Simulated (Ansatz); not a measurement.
## Polymorphs of Al5GaN6

The calculation used Ansatz 0.2.0, DFT PBE, scalar-relativistic, plane waves, PAW. Settings: cutoff 420 eV, Γ-centred meshes spaced at most about 0.3 Å⁻¹ (2π included), Gaussian smearing. No spin polarisation.

The zero of energy is the elements' standard structures at the same level (N₂ as a molecule); no fitted shifts are applied.

These are static total energies at zero pressure. Larger cells and other orderings weren't all tried, so the list isn't exhaustive. Kohn–Sham gaps at this level usually fall short of measured ones.

Invented guesses were relaxed alike, and ends that match in structure were merged. ΔE counts from the first row. Coordination counts N atoms around Al and Ga (those within 1.25 times the shortest such distance or 1.15 times the sum of covalent radii). The ends were matched against large subsets of the Crystallography Open Database and the Materials Project, so a missing match doesn't prove that a structure is unreported.

```tsv
#	reached from	type and space group	atoms	Å³/atom	coordination	ΔE (meV/atom)	gap on mesh (eV)	in databases
1	Al and Ga ordered on rock salt sites	P-3m1 (No. 164)	12	8.6	Al 6, Ga 6	0	3.13	no match
2	Al and Ga ordered on rock salt sites	Pmmm (No. 47)	12	8.7	Al 6, Ga 6	4	2.80	no match
3	Al and Ga ordered on rock salt sites	Cmmm (No. 65)	12	8.7	Al 6, Ga 6	7	2.78	no match
```

The lowest: Space group P-3m1 (No. 164), trigonal, a = 2.902 Å, c = 14.228 Å. Al on a site of symmetry 3m has 6 N at 2.05 Å; around Al on a second site of symmetry 3m lie 6 N at 2.03–2.05 Å; around Al on a site of symmetry -3m lie 6 N at 2.05 Å; Ga has 6 N at 2.10 Å; around N on its first site lie 6 Al at 2.05 Å; 2 more sites not described. Its energy over the elements is −0.980 eV/atom. It lies below the elements, which doesn't yet make it stable against other compounds or structures. An observed structure of this formula, if there is one, may be missing.

```cif
data_structure
_symmetry_space_group_name_H-M 'P-3m1'
_symmetry_Int_Tables_number 164
_cell_length_a 2.9015
_cell_length_b 2.9015
_cell_length_c 14.2283
_cell_angle_alpha 90.000
_cell_angle_beta 90.000
_cell_angle_gamma 120.000
_cell_volume 103.74
loop_
_atom_site_label
_atom_site_type_symbol
_atom_site_symmetry_multiplicity
_atom_site_Wyckoff_symbol
_atom_site_fract_x
_atom_site_fract_y
_atom_site_fract_z
_atom_site_occupancy
Al1 Al 2 d 0.33333 0.66667 0.83501 1
Al2 Al 2 d 0.66667 0.33333 0.67000 1
Al3 Al 1 a 0.00000 0.00000 0.00000 1
Ga1 Ga 1 b 0.00000 0.00000 0.50000 1
N1 N 2 d 0.66667 0.33333 0.91751 1
N2 N 2 c 0.00000 0.00000 0.75256 1
N3 N 2 d 0.33333 0.66667 0.58894 1
```

The second: Space group Pmmm (No. 47), orthorhombic, a = 2.903 Å, b = 4.104 Å, c = 8.716 Å. Al on a site of symmetry mm2 is surrounded by 6 N at 2.04–2.07 Å; around Al on a second site of symmetry mm2 lie 6 N at 2.02–2.05 Å; Ga is surrounded by 6 N at 2.05–2.10 Å; N on a site of symmetry mm2 has 4 Al at 2.02–2.05 Å and 2 Ga at 2.10 Å; 4 more sites not described. Counting N atoms around Al and Ga, the first and the second both have Al 6, Ga 6. Cells relaxed within their symmetry can be saddle points.

```xyz
12
Lattice="2.9026 0.0000 0.0000 0.0000 4.1041 0.0000 0.0000 0.0000 8.7163" Properties=species:S:1:pos:R:3 pbc="T T T"
Al    0.0000    2.0521    7.2384
Al    0.0000    2.0521    1.4778
Al    1.4513    0.0000    2.9268
Al    0.0000    2.0521    4.3581
Al    1.4513    0.0000    5.7895
Ga    1.4513    0.0000    0.0000
N     0.0000    0.0000    7.1979
N     1.4513    2.0521    0.0000
N     0.0000    0.0000    1.5184
N     1.4513    2.0521    2.9167
N     0.0000    0.0000    4.3581
N     1.4513    2.0521    5.7995
```

Some candidate types were left out of the draw beforehand, so a known form may be missing.
